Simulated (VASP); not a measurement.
# GaSb (F-43m) in VASP: settings compared, part 2 of 2

VASP 6.6.1. The steps go on from the part before.

## 3. Relaxation of cell and atoms, MS2

File INCAR:

```
ALGO = Normal ; EDIFF = 1E-6
EDIFFG = -0.02 ; ENCUT = 600
IBRION = 2 ; ISIF = 3
ISMEAR = 0 ; LASPH = T
LCHARG = F ; LMIXTAU = T
LREAL = F ; LWAVE = F
METAGGA = MS2 ; NELM = 100
NSW = 40 ; PREC = Accurate
SIGMA = 0.05
```

File KPOINTS:

```
k-points
0
Gamma
  8 8 8
```

File POSCAR:

```
GaSb
1.0
    0.0000000000      3.0590000000      3.0590000000
    3.0590000000      0.0000000000      3.0590000000
    3.0590000000      3.0590000000      0.0000000000
Sb Ga
1 1
Direct
    0.7500000000      0.7500000000      0.7500000000
    0.0000000000      0.0000000000      0.0000000000
```

Potentials or basis: VASP PAW PBE potentials, release 64 (Sb, Ga_d).

The run is started by

```sh
$ cat potpaw_PBE.64/Sb/POTCAR potpaw_PBE.64/Ga_d/POTCAR > POTCAR
$ mpirun -np 1 vasp_std > vasp.out
```

OUTCAR:

```text
EDIFF = 1E-6
   EDIFFG = -0.02
   ENCUT = 600
   IBRION = 2
   ISIF = 3
   ISMEAR = 0
   LASPH = T
   LREAL = F
   METAGGA = MS2
   NELM = 100
   NSW = 40
   PREC = Accurate

 ion  position               nearest neighbor table
   1  0.750  0.750  0.750-   2 2.65   2 2.65   2 2.65   2 2.65
   2  0.000  0.000  0.000-   1 2.65   1 2.65   1 2.65   1 2.65

  LATTYP: Found a face centered cubic cell.
 ALAT       =     6.1180000000

  Lattice vectors:

 A1 = (   0.0000000000,   3.0590000000,   3.0590000000)
 A2 = (   3.0590000000,   0.0000000000,   3.0590000000)
 A3 = (   3.0590000000,   3.0590000000,   0.0000000000)

Analysis of symmetry for initial positions (statically):
=====================================================================
 Subroutine PRICEL returns:
 Original cell was already a primitive cell.

 Routine SETGRP: Setting up the symmetry group for a
 face centered cubic supercell.

 Subroutine GETGRP returns: Found 24 space group operations
 (whereof 24 operations were pure point group operations)
 out of a pool of 48 trial point group operations.

The static configuration has the point symmetry T_d .

Analysis of symmetry for dynamics (positions and initial velocities):
=====================================================================
 Subroutine PRICEL returns:
 Original cell was already a primitive cell.

 Routine SETGRP: Setting up the symmetry group for a
 face centered cubic supercell.

 Subroutine GETGRP returns: Found 24 space group operations
 (whereof 24 operations were pure point group operations)
 out of a pool of 48 trial point group operations.

The dynamic configuration has the point symmetry T_d .

 Subroutine INISYM returns: Found 24 space group operations
 (whereof 24 operations are pure point group operations),
 and found     1 'primitive' translations

----------------------------------------------------------------------------------------

                                     Primitive cell

  volume of cell :      57.2491

  direct lattice vectors                    reciprocal lattice vectors
     0.000000000  3.059000000  3.059000000    -0.163452109  0.163452109  0.163452109
     3.059000000  0.000000000  3.059000000     0.163452109 -0.163452109  0.163452109
     3.059000000  3.059000000  0.000000000     0.163452109  0.163452109 -0.163452109

  length of vectors
     4.326079287  4.326079287  4.326079287     0.283107357  0.283107357  0.283107357

  position of ions in fractional coordinates (direct lattice)
     0.750000000  0.750000000  0.750000000
     0.000000000  0.000000000  0.000000000

  ion indices of the primitive-cell ions
   primitive index   ion index
                 1           1
                 2           2

----------------------------------------------------------------------------------------

 KPOINTS: k-points

Automatic generation of k-mesh.
 Grid dimensions read from file:
 generate k-points for:    8    8    8

 Generating k-lattice:

  Cartesian coordinates                     Fractional coordinates (reciprocal lattice)
    -0.020431514  0.020431514  0.020431514     0.125000000  0.000000000  0.000000000
     0.020431514 -0.020431514  0.020431514     0.000000000  0.125000000  0.000000000
     0.020431514  0.020431514 -0.020431514     0.000000000  0.000000000  0.125000000

  Length of vectors
[... 47 lines left out ...]
   ISTART =      0    job   : 0-new  1-cont  2-samecut
   ICHARG =      2    charge: 1-file 2-atom 10-const
   ISPIN  =      1    spin polarized calculation?
   LNONCOLLINEAR =      F non collinear calculations
   LSORBIT =      F    spin-orbit coupling
   LASPH  =      T    aspherical Exc in radial PAW
   ENCUT  =  600.0 eV  44.10 Ry    6.64 a.u.   8.64  8.64  8.64*2*pi/ulx,y,z
   NELM   =    100;   NELMIN=  2; NELMDL= -5     # of ELM steps
   EDIFF  = 0.1E-05   stopping-criterion for ELM
   LREAL  =      F    real-space projection
   EDIFFG = -.2E-01   stopping-criterion for IOM
   NSW    =     40    number of steps for IOM
   IBRION =      2    ionic relax: 0-MD 1-quasi-New 2-CG
   NFREE  =      1    steps in history (QN), initial steepest desc. (CG)
   ISIF   =      3    stress and relaxation
   ISYM   =      2    0-nonsym 1-usesym 2-fastsym
   POTIM  = 0.5000    time-step for ionic-motion
   TEBEG  =    0.0;   TEEND  =   0.0 temperature during run
   PSTRESS=    0.0 pullay stress
   NELECT =      18.0000    total number of electrons
   NUPDOWN=      -1.0000    fix difference up-down
   EMIN   =  10.00;   EMAX   =-10.00  energy-range for DOS
   EFERMI =   0.00;   METHOD = LEGACY
   ISMEAR =     0;   SIGMA  =   0.05  broadening in eV -4-tet -1-fermi 0-gaus
   EFERMI_NEDOS =   21; number of points for ismear=-14 and -15
   IALGO  =     38    algorithm
   IMIX   =      4    mixing-type and parameters
     AMIX     =   0.40;   BMIX     =  1.00
     AMIX_MAG =   1.60;   BMIX_MAG =  1.00
  volume/ion in A,a.u.               =      28.62       193.17
  Fermi-wavevector in a.u.,A,eV,Ry     =   1.113208  2.103657 16.860766  1.239231
  Thomas-Fermi vector in A             =   2.249790
   LORBIT       =      0    0 simple, 1 ext, 2 COOP (PROOUT), +10 PAW based schemes
   METAGGA = MS2    functional components
   LHFCALC =     F    Hartree Fock is set to
   AEXX    =    0.0000 exact exchange contribution
   IVDW    =     0    specifies the selected vdW correction
   LEPSILON=     F    determine dielectric tensor
   LRPA    =     F    only Hartree local field effects (RPA)
 conjugate gradient relaxation of ions
 non-spin polarized calculation
 Gauss-broadening in eV      SIGMA  =   0.05
  energy-cutoff  :      600.00
  volume of cell :       57.25
 maximum number of plane-waves:      1926
   NGX = 17   NGY = 17   NGZ = 17

--------------------------------------- Ionic step        1  -------------------------------------------

 number of electron      18.0000006 magnetization

 Free energy of the ion-electron system (eV)
  ---------------------------------------------------
  ext. energy  EPLUGINS =         0.00000000
  ---------------------------------------------------
  free energy    TOTEN  =        -4.83359534 eV

  energy without entropy =       -4.83359533  energy(sigma->0) =       -4.83359534

------------------------ aborting loop because EDIFF is reached ----------------------------------------

  FORCE on cell =-STRESS in cart. coord.  units (eV):
  Direction    XX          YY          ZZ          XY          YZ          ZX
  --------------------------------------------------------------------------------------
  -------------------------------------------------------------------------------------
  Total       -0.1433521     -0.1433521     -0.1433521      0.0000000      0.0000000      0.0000000
  in kB       -4.0118653     -4.0118653     -4.0118653      0.0000000      0.0000000      0.0000000
  external PRESSURE =      -4.0118653 kB  Pullay stress =       0.0000000 kB
[... 95 lines left out ...]
--------------------------------------- Ionic step        4  -------------------------------------------

 number of electron      18.0000007 magnetization

 Free energy of the ion-electron system (eV)
  ---------------------------------------------------
  ext. energy  EPLUGINS =         0.00000000
  ---------------------------------------------------
  free energy    TOTEN  =        -4.83460322 eV

  energy without entropy =       -4.83460322  energy(sigma->0) =       -4.83460322

 E-fermi :   4.9784     XC(G=0):  -9.5279

 val. band max:        4.7814410999   @ k =   0.0000   0.0000   0.0000
 cond. band min:       5.1683962549   @ k =   0.0000   0.0000   0.0000
 fundamental gap:      0.3869551549
 Fermi energy:         4.9783962386

 k-point     1 :       0.0000    0.0000    0.0000
  band No.  band energies     occupation
      1     -10.2690      2.00000
      2     -10.2690      2.00000
      3     -10.2690      2.00000
      4     -10.2175      2.00000
      5     -10.2175      2.00000
      6      -6.7730      2.00000
      7       4.7814      2.00000
      8       4.7814      2.00000
      9       4.7814      2.00000
     10       5.1684      0.00000
     11       7.6542      0.00000
     12       7.6542      0.00000
     13       7.6544      0.00000
[... 354 lines left out ...]
  band No.  band energies     occupation
      1     -10.3046      2.00000
      2     -10.2543      2.00000
      3     -10.2512      2.00000
      4     -10.2206      2.00000
      5     -10.2173      2.00000
      6      -4.7040      2.00000
      7      -1.6164      2.00000
      8       1.6436      2.00000
      9       2.8551      2.00000
     10       7.2399      0.00000
     11       8.2438      0.00000
     12      10.3260      0.00000
     13      11.3712      0.00000

 [... further k-points ...]
[... 5 lines left out ...]
  --------------------------------------------------------------------------------------
  -------------------------------------------------------------------------------------
  Total       -0.0027540     -0.0027540     -0.0027540     -0.0000000      0.0000000     -0.0000000
  in kB       -0.0776242     -0.0776242     -0.0776242     -0.0000000      0.0000000     -0.0000000
  external PRESSURE =      -0.0776242 kB  Pullay stress =       0.0000000 kB
[... 17 lines left out ...]
  FREE ENERGIE OF THE ION-ELECTRON SYSTEM (eV)
  ---------------------------------------------------
  free  energy   TOTEN  =        -4.8346032246 eV

  energy  without entropy=       -4.8346032245  energy(sigma->0) =       -4.83460322

 reached required accuracy - stopping structural energy minimisation
```

OSZICAR:

```text
N       E                     dE             d eps       ncg     rms          rms(c)
DAV:   1     0.708680056071E+02    0.70868E+02   -0.87382E+03   754   0.172E+03
DAV:   2    -0.635056805511E+01   -0.77219E+02   -0.74774E+02   824   0.305E+02
DAV:   3    -0.114959957029E+02   -0.51454E+01   -0.50699E+01   964   0.693E+01
[... 57 lines left out ...]
DAV:   5    -0.483457630191E+01   -0.25913E-04   -0.32855E-05   754   0.691E-02    0.497E-03
DAV:   6    -0.483459171956E+01   -0.15418E-04   -0.91956E-07   510   0.121E-02    0.293E-03
DAV:   7    -0.483459909130E+01   -0.73717E-05   -0.72527E-06   754   0.330E-02    0.493E-04
DAV:   8    -0.483460247817E+01   -0.33869E-05   -0.14137E-07   382   0.395E-03    0.612E-04
DAV:   9    -0.483460322456E+01   -0.74638E-06   -0.16627E-08   377   0.157E-03
   4 F= -.48346032E+01 E0= -.48346032E+01  d E =-.100789E-02
```

CONTCAR:

```text
GaSb
   1.00000000000000
    -0.0000000000000000    3.0517418901325564    3.0517418901325564
     3.0517418901325564    0.0000000000000000    3.0517418901325564
     3.0517418901325564    3.0517418901325564    0.0000000000000000
  Sb              Ga
     1     1
Direct
     0.7500000000000000    0.7500000000000000    0.7500000000000000
     0.0000000000000000    0.0000000000000000    0.0000000000000000

  0.00000000E+00  0.00000000E+00  0.00000000E+00
  0.00000000E+00  0.00000000E+00  0.00000000E+00
```

It took 6.8 min on 1 thread of AMD EPYC 7R13 (Zen 3), shared host; peak memory 0.2 GiB.

Results:

- Free energy: -4.8346 eV
- Relaxed volume: 28.42 Å³/atom
- Relaxed cell: a = 4.316 Å, b = 4.316 Å, c = 4.316 Å, α = 60.00°, β = 60.00°, γ = 60.00°
- Space group after relaxing (to 0.05 Å): F-43m (No. 216)
- Energy gained by relaxing: 0.5 meV/atom
- Ionic steps: 4
- Pressure after relaxing: 0.0 GPa
- Band gap on the k mesh: 0.39 eV, direct

The path:
```
step  energy change (eV)  largest force (eV/Å)  pressure (GPa)  volume (Å³)
   1              0.0000                0.0000           -0.40        57.25
   2             -0.0011                0.0000            0.20        56.66
   3             -0.0011                0.0000            0.12        56.73
   4             -0.0010                0.0000           -0.01        56.84
```

Final structure:
```cif
data_structure
_symmetry_space_group_name_H-M 'P 1'
_symmetry_Int_Tables_number 1
_cell_length_a 4.3158
_cell_length_b 4.3158
_cell_length_c 4.3158
_cell_angle_alpha 60.000
_cell_angle_beta 60.000
_cell_angle_gamma 60.000
_cell_volume 56.84
loop_
_atom_site_label
_atom_site_type_symbol
_atom_site_fract_x
_atom_site_fract_y
_atom_site_fract_z
_atom_site_occupancy
Sb1 Sb 0.75000 0.75000 0.75000 1
Ga1 Ga 0.00000 0.00000 0.00000 1
```

Caveat: the PAW data sets were made with another functional, which shifts forces and pressure a little; spin-orbit coupling is left out, which moves the levels of the heavy elements.

## 4. Relaxation of cell and atoms, r2SCAN+D3(BJ)

File INCAR:

```
PREC = Accurate
ENCUT = 600
EDIFF = 1E-7
ISMEAR = 0
SIGMA = 0.05
LREAL = False
LASPH = True
NELM = 60
ALGO = Normal
ISIF = 3
LWAVE = False
LCHARG = False
METAGGA = R2SCAN
LMIXTAU = True
IVDW = 12
VDW_S6 = 1.0
VDW_S8 = 0.78981345
VDW_A1 = 0.49484001
VDW_A2 = 5.73083694
IBRION = 2
NSW = 60
EDIFFG = -0.01
```

File KPOINTS:

```
Automatic mesh
0
Gamma
  8 8 8
```

POSCAR is that of step 3.

The run is started by

```sh
$ cat potpaw_PBE.64/Sb/POTCAR potpaw_PBE.64/Ga_d/POTCAR > POTCAR
$ mpirun -np 1 vasp_std > vasp.out
```

Wall time 5.3 min (1 thread of AMD EPYC 7R13 (Zen 3), shared host); peak memory 0.21 GiB.

Results (log left out):

```yaml
Free_energy: -37.9151 eV
Relaxed_volume: 28.39 Å³/atom
Relaxed_cell: a = 4.314 Å, b = 4.314 Å, c = 4.314 Å, α = 60.00°, β = 60.00°, γ = 60.00°
Space_group_after_relaxing_to_0.05_Å: F-43m (No. 216)
Energy_gained_by_relaxing: 0.3 meV/atom
Ionic_steps: 3
Pressure_after_relaxing: 0.0 GPa
Band_gap_on_the_k_mesh: 0.51 eV, direct
Dispersion_energy_per_atom: -0.158 eV
```

Step by step:
| step | energy change (eV) | largest force (eV/Å) | pressure (GPa) | volume (Å³) |
| --- | --- | --- | --- | --- |
| 1 | 0.0000 | 0.0000 | -0.44 | 57.25 |
| 2 | -0.0006 | 0.0000 | 0.20 | 56.60 |
| 3 | -0.0007 | 0.0000 | 0.02 | 56.78 |

Final structure:
```
Sb Ga
1.0
     0.00000    3.05057    3.05057
     3.05057    0.00000    3.05057
     3.05057    3.05057    0.00000
Sb Ga
1 1
Direct
  0.75000 0.75000 0.75000
  0.00000 0.00000 0.00000
```

Levels at points of the mesh, in eV from the valence-band top:
```csv
k point,band 5,band 6,band 7,band 8,band 9,band 10,band 11,band 12,band 13
"(0.00, 0.00, 0.00)",-15.46,-11.99,0.00,0.00,0.00,0.51,2.98,2.98,2.98
"(0.50, 0.00, 0.00)",-15.46,-10.25,-6.63,-1.23,-1.23,0.70,4.01,4.01,6.92
"(0.50, 0.50, 0.00)",-15.45,-9.35,-7.09,-2.73,-2.73,1.11,1.46,9.32,9.32
```

Caveat: the PAW data sets were made with another functional, which shifts forces and pressure a little; spin-orbit coupling is left out, which moves the levels of the heavy elements.

## 5. The runs side by side

```csv
level,gap on the mesh (eV),pressure (GPa),relaxed volume (Å³/atom)
r2SCAN,0.39,0.0,28.84
MS2,0.39,0.0,28.42
r2SCAN+D3(BJ),0.51,0.0,28.39
```

Alike in all rows: task relaxation of cell and atoms; potentials or basis VASP PAW PBE potentials, release 64 (Sb, Ga_d); no spin polarisation; cell relaxed; k mesh 8 × 8 × 8; cutoff (eV) 600; smearing gaussian 0.05 eV.

Caveats: the PAW data sets were made with another functional, which shifts forces and pressure a little; spin-orbit coupling is left out, which moves the levels of the heavy elements.

Total energies depend on the potentials used, so only differences within one code and one set of settings carry meaning.
